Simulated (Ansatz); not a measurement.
**Stress against strain in Fe**

```
CELL_PARAMETERS angstrom
2.43416 0.00000 0.00000
-1.21708 2.10804 0.00000
0.00000 0.00000 3.84193
ATOMIC_POSITIONS crystal
Fe 0.33333 0.66667 0.25000
Fe 0.66667 0.33333 0.75000
```

Atom numbers follow the list: Fe1, Fe2.

Conventional cell: a = 2.434 Å, b = 2.434 Å, c = 3.842 Å, α = 90.00°, β = 90.00°, γ = 120.00°. Fe (atom 1) is surrounded by 12 Fe at 2.38 to 2.43 Å.

Structure from Materials Project entry mp-136 (possibly hypothetical), not relaxed further.

Spin polarisation is left out, and whether a magnetic state lies lower isn't shown here.

Theory: Ansatz 0.2.0, DFT, PBE, all-electron LAPW, scalar-relativistic.

Sampling and basis: a Γ-centred 17×17×10 k mesh, Fermi–Dirac smearing of 0.08 eV, basis error target 0.25 meV/atom, no spin polarisation.

The strain is applied along the Cartesian axes of the cell as listed (the other components stay zero). Fractional coordinates are held (clamped ions).

σ is the change of stress from the unstrained cell, which is at 10.81 GPa; tension is positive, so slopes are stress–strain coefficients at that pressure. In a metal the k mesh adds noise.

Only quantities that a quadratic follows smoothly over the whole series are listed; rougher ones are left out.

```csv
εzz,σzz (GPa),σxx (GPa)
-0.0300,-22.94,-6.04
-0.0100,-7.14,-1.84
0.0000,0.00,0.00
0.0100,6.65,1.70
0.0200,12.84,3.26
0.0300,18.61,4.70
```

**Question.** Fit the series and read off the stiffness at zero strain.

**Answer.** Least-squares fits y = p0 + p1 x + p2 x² to the rows give σzz (GPa): p1 = 692, p2 = -2400; σxx (GPa): p1 = 179, p2 = -750. So C33 = 692 GPa and C13 = 179 GPa, for these axes.

**Question.** One run, at εzz = -0.0200, is withheld. Predict its row.

**Answer.** The fits give -14.81, -3.87; the run gave -14.79, -3.84.
